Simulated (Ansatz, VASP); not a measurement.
One calculation of ZnS (Wurtzite-2H), two programs

```
CELL_PARAMETERS angstrom
3.81100 0.00000 0.00000
-1.90550 3.30042 0.00000
0.00000 0.00000 6.23400
ATOMIC_POSITIONS crystal
Zn 0.33333 0.66667 0.00000
Zn 0.66667 0.33333 0.50000
S 0.33333 0.66667 0.38500
S 0.66667 0.33333 0.88500
```

Alike in both runs: task single point; functional PBEsol; k mesh 6 × 6 × 4; no spin polarisation.

|  | VASP | Ansatz |
| --- | --- | --- |
| version | VASP 6.6.1 | Ansatz 0.2.0 |
| potentials or method | VASP PAW PBE potentials, release 64 (Zn, S), cutoff 520 eV | all-electron (LAPW or listed datasets) |
| occupations | gaussian, width 0.01 eV | fixed |

Ansatz gave:

```
gap on the k mesh at the Fermi level (eV)       : 2.11
pressure (GPa)                                  : -1.3
largest component of the traceless stress (GPa) : 1.24
rms of the force components (eV/Å)              : 0.177
```

Estimate VASP's values.

gap on the k mesh at the Fermi level (eV): 2.12; pressure (GPa): -1.1; largest component of the traceless stress (GPa): 1.26; rms of the force components (eV/Å): 0.179.

Atom by atom the forces differ by 0.001 eV/Å (rms over components). Ansatz ran all-electron here, so the differences hold the error of VASP's frozen core and of both bases.

Caveats: the PAW data sets were made with another functional, which shifts forces and pressure a little (VASP). PBEsol gaps usually lie below the measured ones, often by a third to a half.
